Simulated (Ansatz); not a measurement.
A (010) slab of HfSi2 (Cmcm (No. 63)), 10 planes, outer planes Si (top) and Si (bottom), with 12 atoms (Hf4Si8) in a surface cell of A = 13.272 Å², as cut from the bulk:

```
CELL_PARAMETERS angstrom
3.63610 0.00000 0.00000
0.00000 3.65000 0.00000
0.00000 0.00000 27.76182
ATOMIC_POSITIONS crystal
Si 0.75000 0.00000 0.27016
Hf 0.25000 0.50000 0.29574
Si 0.25000 0.00000 0.37071
Si 0.75000 0.50000 0.37093
Hf 0.75000 0.00000 0.44590
Si 0.25000 0.50000 0.47149
Si 0.75000 0.50000 0.52851
Hf 0.25000 0.00000 0.55410
Si 0.25000 0.50000 0.62907
Si 0.75000 0.00000 0.62929
Hf 0.75000 0.50000 0.70426
Si 0.25000 0.00000 0.72984
```

Theory: DFT PBEsol, scalar-relativistic, plane waves, PAW in Ansatz 0.2.0. Plane waves to 420 eV, a k mesh through Γ of 10×10×1 on the computed 12-atom cell and Gaussian smearing (0.10 eV); no spin polarisation. The cell repeats along c with a dipole correction in the vacuum.

Against the same 12 atoms in the bulk, the slab as cut lies 3.238 eV higher and the relaxed slab 3.143 eV higher.

(1) Work out the surface energy before and after relaxation.

(2) What is the ideal work of this cut, per area?

Results:

(1) The slab has two faces, so γ = (E_slab − N·E_bulk)/(2A), the mean of both. As cut: 3.238/(2 × 13.272) = 0.1220 eV/Å², and 1 eV/Å² = 16.02 J/m², so γ = 1.95 J/m². Relaxed: 3.143/(2 × 13.272) = 0.1184 eV/Å² = 1.90 J/m². Relaxation recovers 3 % of the cost of cutting.

(2) Griffith's ideal work is 2γ: 3.91 J/m² if the new faces stay rigid, 3.79 J/m² if they relax. Other cuts parallel to this plane can cost less. One thickness was run, 10 planes, so γ can still shift with it.